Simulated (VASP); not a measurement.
**BAs: zone-centre modes, functional by functional**

How much do the zone-centre frequencies of BAs depend on the functional? The starting structure is a measured crystal structure from the Crystallography Open Database.

Main program and level: VASP 6.6.1; Kohn-Sham DFT with plane waves and PAW; LDA, PBEsol, PBE, PBEsol + D3(BJ), r2SCAN, r2SCAN + rVV10 and HSE06.

**1. The starting structure**

Symmetry: F-43m, No. 216, cubic system. Conventional cell: a = 4.777 Å, b = 4.777 Å, c = 4.777 Å, α = 90.00°, β = 90.00°, γ = 90.00°. Nearest to As lie 4 B at 2.07 Å. Nearest to B lie 4 As at 2.07 Å. Farther neighbours are not listed.

Structure file:

```cif
data_structure
_symmetry_space_group_name_H-M 'F-43m'
_symmetry_Int_Tables_number 216
_cell_length_a 4.7770
_cell_length_b 4.7770
_cell_length_c 4.7770
_cell_angle_alpha 90.000
_cell_angle_beta 90.000
_cell_angle_gamma 90.000
_cell_volume 109.01
loop_
_atom_site_label
_atom_site_type_symbol
_atom_site_symmetry_multiplicity
_atom_site_Wyckoff_symbol
_atom_site_fract_x
_atom_site_fract_y
_atom_site_fract_z
_atom_site_occupancy
As1 As 4 c 0.25000 0.25000 0.25000 1
B1 B 4 a 0.00000 0.00000 0.00000 1
```

**2. Modes with LDA**

LDA, the lowest rung, knows the local density alone. The cell comes from a relaxation at this level, not shown (26.67 Å³).

INCAR

```
SYSTEM = BAs
PREC = Accurate
ENCUT = 450
EDIFF = 1E-08
NELM = 100
ISMEAR = 0
SIGMA = 0.03
LREAL = .FALSE.
ALGO = Normal
GGA = CA
NBANDS = 10
LORBIT = 11
LWAVE = .FALSE.
LCHARG = .FALSE.
KPAR = 4
IBRION = 8
LEPSILON = .TRUE.
ISIF = 2
```

POSCAR

```
BAs
1.0
    0.0000000000      2.3712508312      2.3712508312
    2.3712508312      0.0000000000      2.3712508312
    2.3712508312      2.3712508312      0.0000000000
As B
1 1
Direct
    0.7500000000      0.7500000000      0.7500000000
    0.0000000000      0.0000000000      0.0000000000
```

KPOINTS

```
Automatic mesh
0
Gamma
12 12 12
0 0 0
```

PAW data sets: As and B (LDA family, release 64).

Launch:

```
> mpirun -np 4 vasp_std
```

Output:

```text
[banner, memory and clock lines left out]
running    4 mpi-ranks, on    1 nodes
 distrk:  each k-point on    1 cores,    4 groups
 distr:  one band on    1 cores,    1 groups

 POSCAR found type information on POSCAR AsB
 POSCAR found :  2 types and       2 ions
 LDA part: xc-table for (Slater(with rela. corr.)+CA(PZ))
 , standard interpolation
 POSCAR, INCAR and KPOINTS ok, starting setup
 FFT: planning ... GRIDC
 FFT: planning ... GRID_SOFT
 FFT: planning ... GRID
 WAVECAR not read
 entering main loop
       N       E                     dE             d eps       ncg     rms          rms(c)
DAV:   1     0.987594936494E+01    0.98759E+01   -0.36095E+03  1440   0.627E+02
DAV:   2    -0.130768709222E+02   -0.22953E+02   -0.21951E+02  2038   0.101E+02
DAV:   3    -0.136939226392E+02   -0.61705E+00   -0.61565E+00  1700   0.167E+01
DAV:   4    -0.136956112531E+02   -0.16886E-02   -0.16884E-02  1730   0.982E-01
DAV:   5    -0.136956139172E+02   -0.26641E-05   -0.26645E-05  1700   0.385E-02    0.518E+00
DAV:   6    -0.130250237858E+02    0.67059E+00   -0.18252E+00  1558   0.590E+00    0.244E+00
DAV:   7    -0.129397075123E+02    0.85316E-01   -0.21187E-01  1744   0.245E+00    0.899E-01
DAV:   8    -0.129262321625E+02    0.13475E-01   -0.25051E-02  1576   0.878E-01    0.103E-01
DAV:   9    -0.129262559856E+02   -0.23823E-04   -0.72188E-04  1644   0.180E-01    0.591E-02
DAV:  10    -0.129262621743E+02   -0.61887E-05   -0.85180E-05  1564   0.549E-02    0.142E-02
DAV:  11    -0.129262636140E+02   -0.14397E-05   -0.16165E-06  1768   0.934E-03    0.131E-02
DAV:  12    -0.129262634370E+02    0.17709E-06   -0.83867E-07  1596   0.403E-03    0.290E-03
DAV:  13    -0.129262634411E+02   -0.40943E-08   -0.29910E-08  1650   0.127E-03
   1 F= -.12926263E+02 E0= -.12926263E+02  d E =-.364664E-29
 Linear response reoptimize wavefunctions to high precision
DAV:   1    -0.129262634413E+02   -0.20043E-09   -0.58871E-09  1598   0.355E-04
DAV:   2    -0.129262634413E+02   -0.20009E-10   -0.13323E-10   912   0.964E-05
 Linear response G [H, r] |phi>, progress :
  Direction:   1
       N       E                     dE             d eps       ncg     rms
RMM:   1    -0.476955482363E+02   -0.47696E+02   -0.63009E+01  3641   0.456E+01
RMM:   2    -0.365550946502E+02    0.11140E+02   -0.27905E+00  2376   0.110E+01
RMM:   3    -0.365675879092E+02   -0.12493E-01   -0.11741E-03  2493   0.880E-01
RMM:   4    -0.365695595999E+02   -0.19717E-02    0.19347E-03  2549   0.953E-02
RMM:   5    -0.365697557490E+02   -0.19615E-03    0.22117E-04  2562   0.112E-02
RMM:   6    -0.365697760859E+02   -0.20337E-04    0.21934E-05  2558   0.198E-03
RMM:   7    -0.365697781327E+02   -0.20468E-05    0.17024E-06  2347   0.749E-04
RMM:   8    -0.365697783657E+02   -0.23299E-06    0.13993E-06  2160   0.606E-04
RMM:   9    -0.365697783804E+02   -0.14658E-07    0.10211E-05  1983   0.592E-04
RMM:  10    -0.365697783050E+02    0.75368E-07    0.40605E-05  1793   0.592E-04
RMM:  11    -0.365697783752E+02   -0.70211E-07    0.35663E-05  1630   0.592E-04
 Linear response G [H, r] |phi>, progress :
  Direction:   2
       N       E                     dE             d eps       ncg     rms
RMM:   1    -0.463357088203E+02   -0.46336E+02   -0.82083E+01  3633   0.433E+01
RMM:   2    -0.380889487141E+02    0.82468E+01   -0.17659E+00  2362   0.942E+00
RMM:   3    -0.381122100762E+02   -0.23261E-01    0.89094E-03  2514   0.709E-01
RMM:   4    -0.381143073023E+02   -0.20972E-02    0.19552E-03  2542   0.761E-02
RMM:   5    -0.381144989301E+02   -0.19163E-03    0.21769E-04  2583   0.911E-03
RMM:   6    -0.381145188782E+02   -0.19948E-04    0.20970E-05  2538   0.165E-03
RMM:   7    -0.381145208926E+02   -0.20145E-05    0.92551E-07  2326   0.630E-04
RMM:   8    -0.381145211258E+02   -0.23317E-06   -0.87849E-07  2165   0.511E-04
RMM:   9    -0.381145211523E+02   -0.26482E-07   -0.12274E-06  2032   0.499E-04
RMM:  10    -0.381145211134E+02    0.38877E-07   -0.14950E-06  1872   0.499E-04
RMM:  11    -0.381145211543E+02   -0.40881E-07    0.23137E-06  1668   0.499E-04
 Linear response G [H, r] |phi>, progress :
  Direction:   3
       N       E                     dE             d eps       ncg     rms
RMM:   1    -0.254117445641E+02   -0.25412E+02    0.11772E+02  3448   0.427E+01
RMM:   2    -0.223543105718E+02    0.30574E+01   -0.23856E+00  2341   0.976E+00
RMM:   3    -0.223494160860E+02    0.48945E-02   -0.29500E-02  2485   0.887E-01
RMM:   4    -0.223491444143E+02    0.27167E-03   -0.36227E-04  2562   0.990E-02
RMM:   5    -0.223491374407E+02    0.69737E-05   -0.12708E-05  2530   0.122E-02
RMM:   6    -0.223491368762E+02    0.56449E-06   -0.87127E-07  2539   0.183E-03
RMM:   7    -0.223491368085E+02    0.67722E-07    0.48991E-07  2282   0.492E-04
RMM:   8    -0.223491368401E+02   -0.31604E-07   -0.28888E-07  2065   0.321E-04
RMM:   9    -0.223491368408E+02   -0.74024E-09   -0.30237E-07  1888   0.304E-04
RMM:  10    -0.223491368407E+02    0.10703E-09   -0.18676E-08  1703   0.304E-04
 Linear response to external field (no local field effect), progress :
  Direction:   1
       N       E                     dE             d eps       ncg     rms          rms(c)
RMM:   1    -0.816320349841E+00   -0.81632E+00   -0.37543E+00  3281   0.331E+00
RMM:   2    -0.834246030343E+00   -0.17926E-01   -0.82653E-03  2385   0.445E-01
[...]
RMM:   5    -0.332910361388E+00   -0.28829E-09   -0.24514E-09  2190   0.181E-04
 change of polarisation eV/A/(eV/A) component  3 :     0.190    -0.252     0.666
 dielectric tensor                  component  3 :     1.287    -1.710     5.518
 Linear response to external field, progress :
  Direction:   1
       N       E                     dE             d eps       ncg     rms          rms(c)
RMM:   1    -0.656143984201E+00   -0.65614E+00   -0.29726E+00 12652   0.297E+00
RMM:   2    -0.670797910714E+00   -0.14654E-01   -0.67839E-03  9261   0.401E-01    0.124E+00
RMM:   3    -0.655550785035E+00    0.15247E-01   -0.62604E-03  9432   0.454E-01    0.714E-01
RMM:   4    -0.676580882734E+00   -0.21030E-01   -0.81632E-03  9301   0.536E-01    0.729E-02
RMM:   5    -0.679810585193E+00   -0.32297E-02   -0.13235E-04  9568   0.725E-02    0.853E-03
RMM:   6    -0.679926668758E+00   -0.11608E-03   -0.87210E-07  9733   0.658E-03    0.453E-03
RMM:   7    -0.679985043543E+00   -0.58375E-04   -0.13313E-07  9715   0.288E-03    0.283E-04
RMM:   8    -0.679993902886E+00   -0.88593E-05   -0.26107E-09  9541   0.222E-04    0.107E-04
RMM:   9    -0.679990564675E+00    0.33382E-05   -0.17795E-09  8850   0.102E-04    0.228E-05
RMM:  10    -0.679989496823E+00    0.10679E-05    0.30885E-10  5534   0.289E-05    0.400E-06
 change of polarisation eV/A/(eV/A) component  1 :     1.279     0.332     0.206
 dielectric tensor                  component  1 :     9.676     2.250     1.395
 Linear response to external field, progress :
  Direction:   2
       N       E                     dE             d eps       ncg     rms          rms(c)
RMM:   1    -0.656140273047E+00   -0.65614E+00   -0.29725E+00 12656   0.297E+00
RMM:   2    -0.670796356492E+00   -0.14656E-01   -0.68660E-03  9261   0.401E-01    0.124E+00
RMM:   3    -0.655548326985E+00    0.15248E-01   -0.62794E-03  9432   0.455E-01    0.714E-01
RMM:   4    -0.676579741971E+00   -0.21031E-01   -0.81801E-03  9292   0.536E-01    0.729E-02
RMM:   5    -0.679812392958E+00   -0.32327E-02   -0.13211E-04  9571   0.725E-02    0.854E-03
RMM:   6    -0.679925591272E+00   -0.11320E-03   -0.83170E-07  9734   0.658E-03    0.452E-03
RMM:   7    -0.679984057794E+00   -0.58467E-04   -0.12565E-07  9717   0.288E-03    0.283E-04
RMM:   8    -0.679992613734E+00   -0.85559E-05   -0.30116E-09  9536   0.222E-04    0.107E-04
RMM:   9    -0.679990722152E+00    0.18916E-05   -0.31850E-09  8847   0.102E-04    0.229E-05
RMM:  10    -0.679990976418E+00   -0.25427E-06   -0.30002E-09  5560   0.288E-05    0.469E-06
 change of polarisation eV/A/(eV/A) component  2 :     0.273     1.279     0.205
 dielectric tensor                  component  2 :     1.855     9.676     1.388
 Linear response to external field, progress :
  Direction:   3
       N       E                     dE             d eps       ncg     rms          rms(c)
RMM:   1    -0.656153362609E+00   -0.65615E+00   -0.29727E+00 12650   0.297E+00
RMM:   2    -0.670798240781E+00   -0.14645E-01   -0.67573E-03  9262   0.401E-01    0.124E+00
RMM:   3    -0.655548461548E+00    0.15250E-01   -0.62577E-03  9432   0.454E-01    0.714E-01
RMM:   4    -0.676580164358E+00   -0.21032E-01   -0.81613E-03  9297   0.536E-01    0.729E-02
RMM:   5    -0.679811174831E+00   -0.32310E-02   -0.13245E-04  9567   0.725E-02    0.853E-03
RMM:   6    -0.679925011986E+00   -0.11384E-03   -0.86296E-07  9731   0.658E-03    0.453E-03
RMM:   7    -0.679985009538E+00   -0.59998E-04   -0.12944E-07  9716   0.288E-03    0.283E-04
RMM:   8    -0.679993426345E+00   -0.84168E-05   -0.16504E-09  9528   0.222E-04    0.107E-04
RMM:   9    -0.679990915086E+00    0.25113E-05    0.23303E-09  8850   0.103E-04    0.231E-05
RMM:  10    -0.679990405397E+00    0.50969E-06    0.34552E-10  5536   0.287E-05    0.497E-06
 change of polarisation eV/A/(eV/A) component  3 :     0.225     0.312     1.279
 dielectric tensor                  component  3 :     1.530     2.117     9.676
 Linear response DOF=           2
 Linear response progress:
  Degree of freedom:   1/  2
       N       E                     dE             d eps       ncg     rms          rms(c)
RMM:   1    -0.401076333167E-01   -0.40108E-01    0.29093E-02 13425   0.114E+00
RMM:   2    -0.378416129840E-01    0.22660E-02   -0.14983E-03  8919   0.213E-01    0.974E-02
RMM:   3    -0.376803648818E-01    0.16125E-03   -0.13678E-04  9530   0.266E-02    0.570E-02
RMM:   4    -0.377058231918E-01   -0.25458E-04   -0.11600E-04  9361   0.299E-02    0.316E-03
RMM:   5    -0.376920165587E-01    0.13807E-04   -0.89972E-06  9771   0.253E-03    0.836E-04
RMM:   6    -0.376878898916E-01    0.41267E-05   -0.36983E-07  9720   0.468E-04    0.136E-04
RMM:   7    -0.376872592500E-01    0.63064E-06    0.16884E-07 10010   0.971E-05    0.460E-05
RMM:   8    -0.376871959221E-01    0.63328E-07    0.42494E-08  9504   0.438E-05    0.144E-05
RMM:   9    -0.376871979133E-01   -0.19912E-08   -0.14654E-08 10232   0.316E-05    0.668E-07
 first order change of Fermi-energy  -0.12404E-02
 force on displaced ion       1 direction 1 : -17.031   0.000   0.000
 Born effective charge ion    1 direction 1 :   0.558   0.000   0.000
 Linear response progress:
  Degree of freedom:   2/  2
       N       E                     dE             d eps       ncg     rms          rms(c)
RMM:   1    -0.438542209057E-01   -0.43854E-01    0.25215E-04 13241   0.109E+00
RMM:   2    -0.408729767219E-01    0.29812E-02   -0.92117E-04  8801   0.215E-01    0.102E-01
RMM:   3    -0.409213319234E-01   -0.48355E-04   -0.61347E-05  9238   0.687E-02    0.532E-02
RMM:   4    -0.412090560188E-01   -0.28772E-03   -0.77351E-05  9047   0.636E-02    0.748E-03
RMM:   5    -0.411924273887E-01    0.16629E-04    0.33355E-06  9584   0.692E-03    0.720E-04
RMM:   6    -0.411906603191E-01    0.17671E-05    0.19519E-07  9550   0.553E-04    0.273E-04
RMM:   7    -0.411899671563E-01    0.69316E-06    0.16846E-07  9716   0.252E-04    0.484E-05
RMM:   8    -0.411900619661E-01   -0.94810E-07    0.14173E-08  9812   0.499E-05    0.133E-05
RMM:   9    -0.411900271918E-01    0.34774E-07    0.11945E-09 10202   0.303E-05    0.172E-06
RMM:  10    -0.411900060428E-01    0.21149E-07    0.13782E-08  9140   0.213E-05    0.419E-07
RMM:  11    -0.411900591745E-01   -0.53132E-07    0.20101E-08  6671   0.204E-05    0.538E-08
 first order change of Fermi-energy   0.12899E-02
 force on displaced ion       2 direction 1 : -17.032  -0.000  -0.000
 Born effective charge ion    2 direction 1 :  -0.563   0.000   0.000
 Born effective charges drift removed
 Linear response finished
```

Elapsed: 93 s, on 4 MPI ranks of Intel Xeon Platinum 8259CL at 2.50GHz (Skylake/Cascade Lake), shared host; peak memory 1.1 GiB.

The logs omit lines about the potential files and the build; timing stands in the text.

Parts of OUTCAR (step 2):

```text
ion  position               nearest neighbor table
   1  0.750  0.750  0.750-   2 2.05   2 2.05   2 2.05   2 2.05
   2  0.000  0.000  0.000-   1 2.05   1 2.05   1 2.05   1 2.05

  LATTYP: Found a face centered cubic cell.
 ALAT       =     4.7425016624

 Subroutine GETGRP returns: Found 24 space group operations
 (whereof 24 operations were pure point group operations)

The static configuration has the point symmetry T_d .

 Found     72 irreducible k-points:

   k-points           NKPTS =     72   k-points in BZ     NKDIM =     72   number of bands    NBANDS=     10

   dimension x,y,z NGX =    24 NGY =   24 NGZ =   24
   dimension x,y,z NGXF=    48 NGYF=   48 NGZF=   48

   ENCUT  =  450.0 eV  33.07 Ry    5.75 a.u.   5.80  5.80  5.80*2*pi/ulx,y,z

   NELECT =       8.0000    total number of electrons

 k-points in reciprocal lattice and weights: Automatic mesh
   0.00000000  0.00000000  0.00000000       0.001
   0.08333333  0.00000000  0.00000000       0.005
   0.16666667  0.00000000  0.00000000       0.005
   0.25000000  0.00000000  0.00000000       0.005
   0.33333333  0.00000000  0.00000000       0.005
   0.41666667  0.00000000  0.00000000       0.005
   0.50000000  0.00000000  0.00000000       0.002
   0.08333333  0.08333333  0.00000000       0.003
   0.16666667  0.08333333  0.00000000       0.014
[...]
-0.33333333  0.50000000  0.16666667       0.007
  -0.25000000  0.50000000  0.25000000       0.003

 average (electrostatic) potential at core
       1 -51.7684       2 -31.6735

  Total       -0.0010055     -0.0010055     -0.0010055     -0.0000000      0.0000000      0.0000000
  in kB       -0.0604128     -0.0604128     -0.0604128     -0.0000000      0.0000000      0.0000000
  external PRESSURE =      -0.0604128 kB  Pullay stress =       0.0000000 kB

  energy-cutoff  :      450.00
  volume of cell :       26.67
      direct lattice vectors                 reciprocal lattice vectors
     0.000000000  2.371250831  2.371250831    -0.210859178  0.210859178  0.210859178
     2.371250831  0.000000000  2.371250831     0.210859178 -0.210859178  0.210859178
     2.371250831  2.371250831  0.000000000     0.210859178  0.210859178 -0.210859178

 POSITION                                       TOTAL-FORCE (eV/Angst)
 -----------------------------------------------------------------------------------
      3.55688      3.55688      3.55688         0.000000     -0.000000     -0.000000
      0.00000      0.00000      0.00000        -0.000000      0.000000      0.000000
 -----------------------------------------------------------------------------------
    total drift:                               -0.000000     -0.000000     -0.000000

 MACROSCOPIC STATIC DIELECTRIC TENSOR (including local field effects in DFT)
 ------------------------------------------------------
           9.675716     0.000000     0.000000
          -0.000000     9.675716     0.000000
           0.000000    -0.000000     9.675716
 ------------------------------------------------------

 PIEZOELECTRIC TENSOR (including local field effects)  for field in x, y, z        (C/m^2)
          XX          YY          ZZ          XY          YZ          ZX
  --------------------------------------------------------------------------------
  x    -0.00000    -0.00000    -0.00000     0.00000    -0.11345     0.00000
  y     0.00000    -0.00000     0.00000     0.00000     0.00000    -0.11345
  z    -0.00000     0.00000     0.00000    -0.11345     0.00000     0.00000

 BORN EFFECTIVE CHARGES (including local field effects) (in |e|, cummulative output)
 ---------------------------------------------------------------------------------
 ion    1
    1     0.55861    -0.00000     0.00000
    2     0.00000     0.55861     0.00000
    3    -0.00000    -0.00000     0.55861
 ion    2
    1    -0.55861     0.00000     0.00000
    2    -0.00000    -0.55861     0.00000
    3     0.00000     0.00000    -0.55861

 Eigenvectors and eigenvalues of the dynamical matrix
 ----------------------------------------------------

   1 f  =   20.990489 THz   131.887134 2PiTHz  700.167356 cm-1    86.809649 meV
             X         Y         Z           dx          dy          dz
      3.556876  3.556876  3.556876     0.000000   -0.355096   -0.000000
      0.000000  0.000000  0.000000    -0.000000    0.934830   -0.000000

   2 f  =   20.990489 THz   131.887134 2PiTHz  700.167356 cm-1    86.809649 meV
             X         Y         Z           dx          dy          dz
      3.556876  3.556876  3.556876     0.000000    0.000000   -0.355096
      0.000000  0.000000  0.000000     0.000000    0.000000    0.934830

   3 f  =   20.990489 THz   131.887134 2PiTHz  700.167356 cm-1    86.809649 meV
             X         Y         Z           dx          dy          dz
      3.556876  3.556876  3.556876    -0.355096    0.000000    0.000000
      0.000000  0.000000  0.000000     0.934830    0.000000   -0.000000

   4 f/i=    0.000236 THz     0.001484 2PiTHz    0.007876 cm-1     0.000977 meV
             X         Y         Z           dx          dy          dz
      3.556876  3.556876  3.556876    -0.111423   -0.720189   -0.585508
      0.000000  0.000000  0.000000    -0.042324   -0.273565   -0.222406

   5 f/i=    0.000236 THz     0.001484 2PiTHz    0.007876 cm-1     0.000977 meV
             X         Y         Z           dx          dy          dz
      3.556876  3.556876  3.556876     0.323234   -0.582905    0.655476
      0.000000  0.000000  0.000000     0.122781   -0.221417    0.248983

   6 f/i=    0.000236 THz     0.001484 2PiTHz    0.007877 cm-1     0.000977 meV
             X         Y         Z           dx          dy          dz
      3.556876  3.556876  3.556876     0.870064    0.124323   -0.318495
      0.000000  0.000000  0.000000     0.330495    0.047224   -0.120981

 MACROSCOPIC STATIC DIELECTRIC TENSOR IONIC CONTRIBUTION
 ------------------------------------------------------
           0.124324    -0.000000    -0.000000
          -0.000000     0.124324    -0.000000
          -0.000000    -0.000000     0.124324
 ------------------------------------------------------

 ELASTIC MODULI CONTR FROM IONIC RELAXATION (kBar)
 Direction    XX          YY          ZZ          XY          YZ          ZX
 --------------------------------------------------------------------------------
 XX          -0.0000     -0.0000      0.0000     -0.0000      0.0000      0.0000
 YY          -0.0000     -0.0000     -0.0000     -0.0000     -0.0000      0.0000
 ZZ           0.0000     -0.0000     -0.0000      0.0000     -0.0000      0.0000
 XY          -0.0000     -0.0000      0.0000   -198.3704      0.0000      0.0000
 YZ           0.0000     -0.0000     -0.0000      0.0000   -198.3704      0.0000
 ZX           0.0000      0.0000      0.0000      0.0000      0.0000   -198.3704
 --------------------------------------------------------------------------------

 PIEZOELECTRIC TENSOR IONIC CONTR  for field in x, y, z        (C/m^2)
          XX          YY          ZZ          XY          YZ          ZX
  --------------------------------------------------------------------------------
  x    -0.00000     0.00000     0.00000     0.00000     0.14777    -0.00000
  y    -0.00000    -0.00000    -0.00000     0.00000     0.00000     0.14777
  z     0.00000     0.00000    -0.00000     0.14777    -0.00000    -0.00000
```

Energies printed during the response cycles are not total energies of the cell.

LDA: the zone-centre mode is T2 700.2 cm⁻¹.

(Continued in part 2 of 3.)

[Lines on the potential files, build, host, timing and source positions are cut from VASP's logs without a mark.]

[Logs are printed without paths, hosts, clocks, repeated set-up lines and the standing remarks that a program may print on its own settings, such as how far it seeks lower states.]

[Hosts, paths, dates, database ids (printed as entryN), source tags and the programs' standing remarks are cut or masked in the printed files.]
